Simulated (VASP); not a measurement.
**Si23W (a cell with a defect): single point with PBEsol+U**

Crystal: Si23W (a cell with a defect).

```
W Si
1.0
     0.00000    8.15550    8.15550
     5.43700    0.00000    5.43700
     5.43700    5.43700    0.00000
W Si
1 23
Cartesian
  0.0000 0.0000 0.0000
  2.7185 2.7185 0.0000
  2.7185 0.0000 2.7185
  5.4370 2.7185 2.7185
  0.0000 2.7185 2.7185
  2.7185 5.4370 2.7185
  2.7185 2.7185 5.4370
  5.4370 5.4370 5.4370
  0.0000 5.4370 5.4370
  2.7185 8.1555 5.4370
  2.7185 5.4370 8.1555
  5.4370 8.1555 8.1555
  1.3593 1.3592 1.3592
  4.0777 4.0777 1.3592
  4.0777 1.3592 4.0777
  6.7963 4.0777 4.0777
  1.3593 4.0777 4.0777
  4.0777 6.7962 4.0777
  4.0777 4.0777 6.7962
  6.7963 6.7962 6.7962
  1.3593 6.7963 6.7963
  4.0777 9.5148 6.7963
  4.0777 6.7963 9.5148
  6.7963 9.5148 9.5148
```

```json
{
 "Program": "VASP 6.6.1",
 "Task": "single point",
 "Functional": "PBEsol",
 "Potentials or basis": "VASP PAW PBE potentials, release 64 (W_sv, Si)",
 "Cutoff": "350 eV",
 "k mesh": "2 × 3 × 3",
 "Occupations": "gaussian, width 0.03 eV",
 "Spin": "collinear spin, ferromagnetic start",
 "Starting moments": "[2.0, 0.0, 0.0, 0.0, 0.0, 0.0, 0.0, 0.0, 0.0, 0.0, 0.0, 0.0, 0.0, 0.0, 0.0, 0.0, 0.0, 0.0, 0.0, 0.0, 0.0, 0.0, 0.0, 0.0] μB",
 "Hubbard terms": "W d U = 2 eV",
 "Dq": "0",
 "Further INCAR settings": "LREAL = Auto; ALGO = Normal; EDIFF = 1e-05; NBANDS = 75"
}
```

The pressure is 1.5 GPa, the largest force is 1.317 eV/Å and the band gap on the k mesh is 0.17 eV, indirect (least direct gap 0.23 eV). The net moment is 2.00 μB per cell, the site moments are W +1.24; Si +0.02, +0.01, -0.00, -0.02, +0.00 μB and the valence electrons inside the program's atomic spheres are W 12.23; Si 1.68, 1.69, 1.74, 1.75.

Forces on the atoms (eV/Å):
```
W   -0.062 -0.039 -0.039
Si  -0.008  0.018 -0.184
Si  -0.008 -0.184  0.018
Si   0.194  0.001  0.001
Si  -0.092  0.082  0.082
Si  -0.059  0.094  0.049
Si  -0.059  0.049  0.094
Si   0.003  0.001  0.001
Si  -0.093 -0.012 -0.012
Si   0.037  0.104 -0.040
Si   0.037 -0.040  0.104
Si   0.009  0.012  0.012
Si   0.685  0.705  0.705
Si  -0.699 -0.650  0.709
Si  -0.699  0.709 -0.650
Si  -0.023  0.011  0.011
Si  -0.013  0.001  0.001
Si   0.053 -0.041 -0.031
Si   0.053 -0.031 -0.041
Si  -0.009 -0.018 -0.018
Si   0.774 -0.754 -0.754
Si   0.001 -0.023  0.012
Si   0.001  0.012 -0.023
Si  -0.020 -0.008 -0.008
```

Stress tensor (GPa, compression positive):
```
1.44 0.05 0.05
0.05 1.52 0.03
0.05 0.03 1.52
```

Levels at points of the mesh, in eV from the valence-band top:
Spin up:
| k point | band 50 | band 51 | band 52 | band 53 | band 54 | band 55 | band 56 | band 57 | band 58 | band 59 |
| --- | --- | --- | --- | --- | --- | --- | --- | --- | --- | --- |
| (0.00, 0.00, 0.00) | -0.50 | -0.37 | -0.25 | -0.04 | -0.03 | 1.03 | 1.21 | 1.23 | 1.24 | 1.48 |
| (0.50, 0.00, 0.00) | -0.61 | -0.53 | -0.53 | -0.11 | -0.06 | 0.68 | 1.09 | 1.14 | 1.21 | 1.30 |
Spin down:
```
           k point  band 49  band 50  band 51  band 52  band 53  band 54  band 55  band 56
(0.00, 0.00, 0.00)    -0.67    -0.19    -0.02     0.00     0.26     0.55     1.06     1.23
(0.50, 0.00, 0.00)    -0.57    -0.54    -0.15    -0.15     0.17     0.47     0.83     1.13
```

Eigenvalues of the final occupation matrices:
```csv
site,spin,trace,eigenvalues
site 1 d,1,2.44,0.42 0.43 0.43 0.58 0.58
site 1 d,2,1.21,0.07 0.07 0.35 0.35 0.36
```

Run time: 120 s on 4 MPI ranks on Intel(R) Xeon(R) Platinum 8488C (Sapphire Rapids), on a shared host, peak memory 0.61 GiB a rank.

Caveat: the PAW data sets were made with another functional, which shifts forces and pressure a little; spin-orbit coupling is left out, which moves the levels of the heavy elements; the U is typed as a test and isn't derived for this compound. The state reached can hang on the start; a lower one may exist.
